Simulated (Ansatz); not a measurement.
# Te: the change of energy above lowest point and pressure with volume per atom

Results calculated with Ansatz 0.2.0 development build, not measured. Equation of state of a cubic crystal from periodic Kohn-Sham density functional theory without spin; pressure corrected for the finite basis.

Cell of the first row (space group Fd-3m, No. 227):
```
CELL_PARAMETERS angstrom
0.00000 3.52040 3.52040
3.52040 0.00000 3.52040
3.52040 3.52040 0.00000
ATOMIC_POSITIONS crystal
Te 0.00000 0.00000 0.00000
Te 0.25000 0.25000 0.25000
```

Settings of every row: formula Te; structure type diamond; functional PBE; spin treatment none; k mesh 13x13x13; occupation method fermi-dirac; occupation width 0.061225619 eV; wave cutoff 420 eV; datasets soft-1 PAW; density cutoff ratio 4.

Limits: a cubic model structure, not a phase known at ambient conditions; modest k-mesh, values are not fully converged in k; no spin-orbit coupling, which can matter with elements this heavy.

| row | volume per atom (Å³) | energy above lowest point (meV/atom) | pressure (GPa) |
| --- | --- | --- | --- |
| 1 | 43.629 | 15.27 | 1.865 |
| 2 | 44.558 | 6.51 | 1.173 |
| 3 | 45.486 | 1.55 | 0.551 |
| 4 | 46.414 | 0 | -0.008 |
| 5 | 48.271 | ? | ? |

Question: what energy above lowest point and pressure should row 5 give?

Worked fit of energy above lowest point. Take u = (V_r/V)^(2/3) − 1 with V_r = 45.022 Å³ an atom, which is twice the finite (Eulerian) strain; such expansions in the strain, on which the Birch-Murnaghan equation of state is built, carry the rest volume and the bulk modulus. The shown rows have u = 0.02117, 0.00693, -0.00681, -0.0201. Least squares give energy above lowest point = 3.581 + 360.26 × u + 9063.2 × u² meV/atom; a straight line predicts inner rows, each left out in turn, worse (root mean square 2.5 against 0.0055 meV/atom). All shown rows lie on it to the printed digit. Its lowest point lies at u = -0.0199, or V = 46.4 Å³ an atom, and the curvature there gives the bulk modulus at fixed shape and fractions, B = (4/9)(1 + u)² E″(u)/V = 26.7 GPa. The withheld row has u = -0.04539, so the fit gives 3.581 + 360.26 × (-0.04539) + 9063.2 × (-0.04539)² = 5.90 meV/atom.

The calculation gave 5.81 meV/atom. The fit lies 0.09 meV/atom (1.5 % of the value, 0.59 % of the column's range) above it; its largest miss of a shown row is 0.00 meV/atom. This row lies beyond the range of the fit.

Worked fit of pressure. Take u = (V_r/V)^(2/3) − 1 with V_r = 45.022 Å³ an atom, which is twice the finite (Eulerian) strain; such expansions in the strain, on which the Birch-Murnaghan equation of state is built, carry the rest volume and the bulk modulus. The shown rows have u = 0.02117, 0.00693, -0.00681, -0.0201. Least squares give pressure = 0.8537 + 45.257 × u + 118.78 × u² GPa; a straight line predicts inner rows, each left out in turn, worse (root mean square 0.032 against 2.7e-05 GPa). All shown rows lie on it to the printed digit. The pressure vanishes at u = -0.0199, or V = 46.4 Å³ an atom, and there the bulk modulus at fixed shape and fractions is B = −V dP/dV = (2/3)(1 + u) dP/du = 26.5 GPa. The withheld row has u = -0.04539, so the fit gives 0.8537 + 45.257 × (-0.04539) + 118.78 × (-0.04539)² = -0.956 GPa.

The calculation gave -0.962 GPa. The fit lies 0.006 GPa (0.21 % of the column's range) above it; its largest miss of a shown row is 0.000 GPa. This row lies beyond the range of the fit.
